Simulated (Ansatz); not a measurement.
## A Zn vacancy and a S vacancy, 5.84 Å apart on the ideal sites in zincblende ZnS, 62 atoms, charge 0

All numbers come from Ansatz (PAW, plane waves, no spin–orbit coupling) at the single k point (¼, ¼, ¼) without its symmetry partners. The atoms were relaxed with PBEsol in a fixed cell; other functionals are single points on those atoms unless said otherwise. The valence top and gap of the host come from its small cell on a dense mesh, with the band extrema sought between the mesh points, lined up by the mean potential, PBEsol gap 2.09 eV, HSE06 gap 3.46 eV.

Cell: a = 10.713 Å, b = 10.713 Å, c = 10.713 Å, α = 90.00°, β = 90.00°, γ = 90.00°.

Nearest atoms after relaxation, from the placed atom (for vacancies from the middle of the vacant sites): Zn at 1.02 Å, S at 1.26 Å, Zn at 2.89 Å, Zn at 2.89 Å, S at 2.94 Å, S at 2.94 Å.

Chemical potentials μ are those of reference phases of the elements at zero temperature by the same functional (the usual solids, diamond for C, grey Sn, and the molecules H2, N2, O2, F2, Cl2, Br2 and S8).

| functional | E(defect) − E(host) − Σ nμ + q·E_VBM (eV) | monopole (eV) | alignment (eV) | formation energy at E_F = VBM (eV) | moment (μB) | wall time, shared host |
| --- | --- | --- | --- | --- | --- | --- |
| PBEsol | 5.29 | 0.00 | 0.00 | 5.29 | 0 (no spin) | 4.4 s on NVIDIA GB200 (relaxation) |
| HSE06 | 5.62 | 0.00 | 0.00 | 5.62 | 0 (no spin) | 21 s on NVIDIA GB200 |

HSE06 one-electron levels near the gap (the ten most localised at most), from the host's valence top:

| level (eV) | spin | filling | atoms sharing it | element of the atom with most weight |
| --- | --- | --- | --- | --- |
| -0.28 | both | 2.00 | 37.9 | spread |
| -0.08 | both | 2.00 | 4.7 | S |
| 0.10 | both | 2.00 | 9.4 | S |
| 0.16 | both | 2.00 | 7.4 | S |
| 3.69 | both | 0.00 | 12.1 | Zn |

All elements are taken at their own reference at once; growth conditions in equilibrium with the host shift these energies, by up to the host's formation enthalpy.

One k point and a cell of this size can leave errors of several tenths of an eV in such numbers.
